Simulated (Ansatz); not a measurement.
# AgCl: the cost of one run

Program: Ansatz 0.2.0. Level of theory: DFT PBE, scalar-relativistic. These are calculated values, not measurements.

**1. Starting point**

The structure is cubic, space group Fm-3m (No. 225). Conventional cell: a = 5.546 Å, b = 5.546 Å, c = 5.546 Å, α = 90.00°, β = 90.00°, γ = 90.00°. Around Ag (site symmetry m-3m) lie 6 Cl at 2.77 Å. Around Cl (site symmetry m-3m) lie 6 Ag at 2.77 Å.

As a file:

```cif
data_structure
_symmetry_space_group_name_H-M 'P 1'
_symmetry_Int_Tables_number 1
_cell_length_a 3.9218
_cell_length_b 3.9218
_cell_length_c 3.9218
_cell_angle_alpha 60.000
_cell_angle_beta 60.000
_cell_angle_gamma 60.000
_cell_volume 42.65
loop_
_atom_site_label
_atom_site_type_symbol
_atom_site_fract_x
_atom_site_fract_y
_atom_site_fract_z
_atom_site_occupancy
Ag1 Ag 0.50000 0.50000 0.50000 1
Cl1 Cl 0.00000 0.00000 0.00000 1
```

The structure is an experimental refinement, used without relaxation.

Atoms are numbered in the order of the input: Ag1, Cl2.

**2. Volume × 0.96, LAPW**

Contents of input.yaml:

```yaml
crystal:
  lattice:
    - [0.0, 2.7356704056, 2.7356704056]
    - [2.7356704056, 0.0, 2.7356704056]
    - [2.7356704056, 2.7356704056, 0.0]
  atoms:
    - { symbol: Ag, position: [0.5, 0.5, 0.5] }
    - { symbol: Cl, position: [0.0, 0.0, 0.0] }
kpoints:
  mp_grid: { grid: [9, 9, 9] }
scf:
  occupations: { method: fermi_dirac, width: 0.01 }
hamiltonian:
  xc: pbe
  pseudopotentials: { kind: all_electron, lapw: { basis_error: 0.0005 } }
output:
  forces: true
  stress: true
  eigenvalues: true
```

On the command line:

```
> ansatz run input.yaml --threads 1 --pin off --max-ram 2048MiB --backend cpu --events-out ev --progress --plain --runs-dir out
```

**Question.** How long does this run take on 1 thread of Arm Neoverse V2, shared host, and how much memory does it need?

About 6.2 s, with a peak of 0.29 GiB.
